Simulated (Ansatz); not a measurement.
## TiAl: one atom moved over a plane

Theory: DFT LDA, scalar-relativistic, plane waves, PAW (Ansatz). Cutoff 420 eV, Γ-centred 16×16×12 k-points, Gaussian smearing of 0.1 eV. No spin polarisation. Energies are free energies at this smearing, counted from the undisturbed cell; pressure is positive in compression.

Reference structure (as given, not relaxed at this level; it stands at -7.4 GPa, and it needn't be the usual structure):

```
Ti Al
1.0
     2.83730    0.00000    0.00000
     0.00000    2.83730    0.00000
     0.00000    0.00000    4.05910
Ti Al
1 1
Direct
  0.00000 0.00000 0.00000
  0.50000 0.50000 0.50000
```

Atom 1 (Ti) is moved by p along (0.707, 0.707, 0.000) and q along (0.000, 0.000, 1.000) (Å), all else fixed. Points are written (p, q).

Energy above the undisturbed cell in eV/cell (a dash: not computed):

```csv
p \ q,-0.200,-0.100,0.000,0.100,0.200
-0.200,0.19,0.11,0.08,0.11,0.19
-0.100,0.12,0.05,0.02,0.05,0.12
0.000,0.10,0.03,0.00,0.03,0.10
0.100,0.12,0.05,0.02,0.05,0.12
0.200,0.19,0.11,0.08,0.11,0.19
```

Pressure in GPa:

```csv
p \ q,-0.200,-0.100,0.000,0.100,0.200
-0.200,-4.6,-5.9,-6.4,-5.9,-4.6
-0.100,-5.3,-6.7,-7.1,-6.7,-5.3
0.000,-5.6,-6.9,-7.4,-6.9,-5.6
0.100,-5.3,-6.7,-7.1,-6.7,-5.3
0.200,-4.6,-5.9,-6.4,-5.9,-4.6
```

Cost: 9 runs of about 1.6 core-minutes in all, on Intel Xeon 6975P-C (Granite Rapids) (shared hosts).